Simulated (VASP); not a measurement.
# PbS (P-6m2) in VASP: a series of runs

Runs on PbS. Level: PBE. Tasks: single point.

Program: VASP 6.6.1. These are calculated values, not measurements. Logs are shortened: lines on timing, memory, paths and dates and some standing lists are left out, and cuts for length are marked.

### Step 1. Starting point

Symmetry: P-6m2, No. 187, hexagonal system. The conventional cell has a = 4.090 Å, b = 4.090 Å, c = 3.788 Å, α = 90.00°, β = 90.00°, γ = 120.00°. Pb (site symmetry -6m2) is surrounded by 6 S at 3.03 Å. S (site symmetry -6m2) is surrounded by 6 Pb at 3.03 Å.

Measurements of this composition are mostly on another form, of space group No. 225.

### Step 2. Single point, PBE

File INCAR:

```
SYSTEM = PbS
PREC = Accurate
ENCUT = 300
EDIFF = 1E-6
ISMEAR = 0
SIGMA = 0.05
LREAL = .FALSE.
LASPH = .TRUE.
NELM = 100
ALGO = Normal
ISIF = 2
LWAVE = .FALSE.
LCHARG = .FALSE.
GGA = PE
NBANDS = 12
ADDGRID = .FALSE.
```

File KPOINTS:

```
Automatic mesh
0
G
  4 4 4
  0 0 0
```

File POSCAR:

```
PbS
1.0
    4.0896976867      0.0000000000      0.0000000000
   -2.0448488433      3.5417820905      0.0000000000
    0.0000000000      0.0000000000      3.7881670000
Pb S
1 1
Direct
    0.0000000000      0.0000000000      0.0000000000
    0.6666666667      0.3333333333      0.5000000000
```

Potentials or basis: VASP PAW PBE potentials, release 64 (Pb, S).

On the command line:

```sh
> cat potpaw_PBE.64/Pb/POTCAR potpaw_PBE.64/S/POTCAR > POTCAR
> mpirun -np 1 vasp_std > vasp.out
```

OUTCAR:

```text
SYSTEM = PbS
   PREC = Accurate
   ENCUT = 300
   EDIFF = 1E-6
   ISMEAR = 0
   LREAL = .FALSE.
   LASPH = .TRUE.
   NELM = 100
   ISIF = 2
   GGA = PE

 Found     12 irreducible k-points:

 Following reciprocal coordinates:
            Coordinates               Weight
  0.000000  0.000000  0.000000      1.000000
  0.250000  0.000000  0.000000      6.000000
  0.500000  0.000000  0.000000      3.000000
  0.250000  0.250000  0.000000      6.000000
  0.000000  0.000000  0.250000      2.000000
  0.250000  0.000000  0.250000     12.000000
   k-points           NKPTS =     12   k-points in BZ     NKDIM =     12   number of bands    NBANDS=     12
   number of dos      NEDOS =    301   number of ions     NIONS =      2
   total plane-waves  NPLWV =  13824
   dimension x,y,z NGX =    24 NGY =   24 NGZ =   24
   dimension x,y,z NGXF=    48 NGYF=   48 NGZF=   48
   ions per type =               1   1
   NGX,Y,Z   is equivalent  to a cutoff of   9.76,  9.76, 10.53 a.u.
   NGXF,Y,Z  is equivalent  to a cutoff of  19.51, 19.51, 21.07 a.u.
 SYSTEM =  PbS
   PREC   = accura    normal or accurate (medium, high low for compatibility)
   ISTART =      0    job   : 0-new  1-cont  2-samecut
   ICHARG =      2    charge: 1-file 2-atom 10-const
   ISPIN  =      1    spin polarized calculation?
   LNONCOLLINEAR =      F non collinear calculations
   LSORBIT =      F    spin-orbit coupling
   LASPH  =      T    aspherical Exc in radial PAW
   ENCUT  =  300.0 eV  22.05 Ry    4.70 a.u.   5.78  5.78  5.35*2*pi/ulx,y,z
   NELM   =    100;   NELMIN=  2; NELMDL= -5     # of ELM steps
   EDIFF  = 0.1E-05   stopping-criterion for ELM
   LREAL  =      F    real-space projection
   EDIFFG = 0.1E-04   stopping-criterion for IOM
   NSW    =      0    number of steps for IOM
   IBRION =     -1    ionic relax: 0-MD 1-quasi-New 2-CG
   NFREE  =      0    steps in history (QN), initial steepest desc. (CG)
   ISIF   =      2    stress and relaxation
   ISYM   =      2    0-nonsym 1-usesym 2-fastsym
   POTIM  = 0.5000    time-step for ionic-motion
   TEBEG  =    0.0;   TEEND  =   0.0 temperature during run
   PSTRESS=    0.0 pullay stress
   NELECT =      10.0000    total number of electrons
   NUPDOWN=      -1.0000    fix difference up-down
   EMIN   =  10.00;   EMAX   =-10.00  energy-range for DOS
   EFERMI =   0.00;   METHOD = LEGACY
   ISMEAR =     0;   SIGMA  =   0.05  broadening in eV -4-tet -1-fermi 0-gaus
   EFERMI_NEDOS =   21; number of points for ismear=-14 and -15
   IALGO  =     38    algorithm
   IMIX   =      4    mixing-type and parameters
     AMIX     =   0.40;   BMIX     =  1.00
     AMIX_MAG =   1.60;   BMIX_MAG =  1.00
  volume/ion in A,a.u.               =      27.44       185.14
  Fermi-wavevector in a.u.,A,eV,Ry     =   0.928170  1.753987 11.721408  0.861499
  Thomas-Fermi vector in A             =   2.054318
   LORBIT       =      0    0 simple, 1 ext, 2 COOP (PROOUT), +10 PAW based schemes
   GGA     = PE    functional components
   LHFCALC =     F    Hartree Fock is set to
   AEXX    =    0.0000 exact exchange contribution
   IVDW    =     0    specifies the selected vdW correction
   LEPSILON=     F    determine dielectric tensor
   LRPA    =     F    only Hartree local field effects (RPA)
 non-spin polarized calculation
 Gauss-broadening in eV      SIGMA  =   0.05
  energy-cutoff  :      300.00
  volume of cell :       54.87
 maximum number of plane-waves:       658
 NGX is ok and might be reduce to    24
   NGX = 11   NGY = 11   NGZ = 11

 number of electron      10.0000000 magnetization

 number of electron       9.9999994 magnetization

 Free energy of the ion-electron system (eV)
  ---------------------------------------------------
  ext. energy  EPLUGINS =         0.00000000
  ---------------------------------------------------
  free energy    TOTEN  =        -8.54677321 eV

  energy without entropy =       -8.54676895  energy(sigma->0) =       -8.54677108

 E-fermi :   4.0413     XC(G=0):  -9.3422

 val. band max:        3.9251711141   @ k =   0.0000   0.0000   0.5000
 cond. band min:       4.1742283448   @ k =   0.2500   0.2500   0.5000
 fundamental gap:      0.2490572307
 Fermi energy:         4.0413037668

 k-point     1 :       0.0000    0.0000    0.0000
  band No.  band energies     occupation
      1      -9.2402      2.00000
      2      -2.5599      2.00000
      3       1.7605      2.00000
      4       2.2341      2.00000
      5       2.2341      2.00000
      6       7.3572      0.00000
      7       7.3572      0.00000
      8       9.1732      0.00000
      9      10.4024      0.00000
     10      10.9489      0.00000
     11      14.8248      0.00000
     12      14.8248      0.00000

 k-point     2 :       0.2500    0.0000    0.0000
  band No.  band energies     occupation
      1      -8.8000      2.00000
      2      -3.5002      2.00000
      3       1.6681      2.00000
      4       2.1907      2.00000
      5       2.2524      2.00000
      6       6.0267      0.00000
      7       8.3736      0.00000
      8       9.0079      0.00000
      9       9.8675      0.00000
     10      12.5772      0.00000
     11      14.3905      0.00000
     12      14.8885      0.00000

 k-point     3 :       0.5000    0.0000    0.0000
  band No.  band energies     occupation
      1      -8.1831      2.00000
      2      -4.5712      2.00000
      3       1.2257      2.00000
      4       2.1075      2.00000
      5       2.7359      2.00000
      6       5.8270      0.00000
      7       7.8351      0.00000
      8       9.1615      0.00000
      9       9.3042      0.00000
     10      14.6814      0.00000
     11      14.8268      0.00000
     12      14.9739      0.00000

 k-point     4 :       0.2500    0.2500    0.0000
  band No.  band energies     occupation
      1      -8.2011      2.00000
      2      -4.4429      2.00000
      3       0.2045      2.00000
      4       2.7266      2.00000
      5       3.4687      2.00000
      6       5.8158      0.00000
      7       7.9162      0.00000
      8       7.9450      0.00000
      9      10.8005      0.00000
     10      12.2596      0.00000
     11      13.1641      0.00000
     12      15.0372      0.00000

 k-point     5 :       0.0000    0.0000    0.2500
  band No.  band energies     occupation
      1      -8.7951      2.00000
      2      -3.7905      2.00000
      3       2.4510      2.00000
      4       2.5094      2.00000
      5       2.5094      2.00000
      6       7.3214      0.00000
      7       7.5884      0.00000
      8       7.5884      0.00000
      9      11.5754      0.00000
     10      12.1117      0.00000
     11      12.3557      0.00000
     12      12.3557      0.00000

 k-point     6 :       0.2500    0.0000    0.2500
  band No.  band energies     occupation
      1      -8.4101      2.00000
      2      -3.8203      2.00000
      3       0.6354      2.00000
      4       2.0891      2.00000
      5       3.1993      2.00000
      6       5.7609      0.00000
      7       7.6685      0.00000
      8       7.9919      0.00000
      9      10.9296      0.00000
     10      12.8820      0.00000
     11      12.8939      0.00000
     12      14.5780      0.00000

 [... further k-points ...]

------------------------ aborting loop because EDIFF is reached ----------------------------------------

  FORCE on cell =-STRESS in cart. coord.  units (eV):
  Direction    XX          YY          ZZ          XY          YZ          ZX
  --------------------------------------------------------------------------------------
  -------------------------------------------------------------------------------------
  Total       -0.2001310     -0.2001310     -0.0047400     -0.0000000      0.0000000      0.0000000
  in kB       -5.8436309     -5.8436309     -0.1384031     -0.0000000      0.0000000      0.0000000
  external PRESSURE =      -3.9418883 kB  Pullay stress =       0.0000000 kB

 VOLUME and BASIS-vectors are now :
 -----------------------------------------------------------------------------
  energy-cutoff  :      300.00
  volume of cell :       54.87
      direct lattice vectors                 reciprocal lattice vectors
     4.089697687  0.000000000  0.000000000     0.244516851  0.141171870  0.000000000
    -2.044848843  3.541782090  0.000000000     0.000000000  0.282343740  0.000000000
     0.000000000  0.000000000  3.788167000     0.000000000  0.000000000  0.263979914

 POSITION                                       TOTAL-FORCE (eV/Angst)
 -----------------------------------------------------------------------------------
      0.00000      0.00000      0.00000         0.000000     -0.000000      0.000000
      2.04485      1.18059      1.89408        -0.000000      0.000000      0.000000
 -----------------------------------------------------------------------------------
    total drift:                               -0.000000      0.000000      0.000000

  FREE ENERGIE OF THE ION-ELECTRON SYSTEM (eV)
  ---------------------------------------------------
  free  energy   TOTEN  =        -8.5467732076 eV

  energy  without entropy=       -8.5467689522  energy(sigma->0) =       -8.54677108
```

Run time: 2.8 s. Hardware: 1 thread of Intel Xeon 6975P-C (Granite Rapids), shared host; peak memory 0.14 GiB.

The run converged, but some of its settings lie outside the range that counts as converged, so its numbers aren't taken as properties of the crystal.

What came out:

| Property | Result |
| --- | --- |
| Free energy | -8.5468 eV |
| Pressure | -0.4 GPa |
| Band gap on the k mesh | 0.25 eV, indirect (least direct gap 0.87 eV) |

Caveat: the k mesh is coarse (spacing up to 0.44 Å⁻¹), so the values aren't converged; the cutoff is under 1.25 times the usual one of these potentials, so pressure, stress and relaxed cells hold a basis-set (Pulay) error; spin-orbit coupling is left out, which as a rule narrows the gap of such compounds by several tenths of an eV.

(Continued in part 2 of 2.)
